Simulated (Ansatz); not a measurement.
Runs of Ansatz 0.2.0 on Ni. It takes space group Fm-3m (No. 225, cubic). Conventional cell: a = 3.475 Å, b = 3.475 Å, c = 3.475 Å, α = 90.00°, β = 90.00°, γ = 90.00°. Ni (site symmetry m-3m) has 12 Ni at 2.46 Å as nearest neighbours. 

| task | level | cell | cutoff (eV) | smearing | gap on the mesh (eV) | pressure (GPa) | moment (μB) | relaxed volume (Å³/atom) |
| --- | --- | --- | --- | --- | --- | --- | --- | --- |
| single point | PBE | as given | 320 | gaussian 0.018 eV | none | (a) | 0.64 | - |
| single point | LDA | as given | 320 | gaussian 0.02 eV | none | -10.5 | 0.62 | - |
| single point | RPBE | as given | 320 | gaussian 0.02 eV | none | (b) | 0.64 | - |
| relaxation of cell and atoms | RPBE+D3(BJ) | relaxed | - | fermi-dirac 0.05 eV | - | 0.0 | 0.62 | 9.58 |
| relaxation of cell and atoms | revPBE | relaxed | - | fermi-dirac 0.05 eV | - | 0.0 | 0.64 | 11.11 |

Alike in all rows: potentials or basis all-electron LAPW, scalar-relativistic; spin collinear, ferromagnetic start; k mesh 13 × 13 × 13; basis error allowed 0.001 eV/atom.

Question: Fill in the values left out.

Answer: (a) 8.0; (b) 13.8.

A gap of «none» marks a metal or a gap under the smearing width.
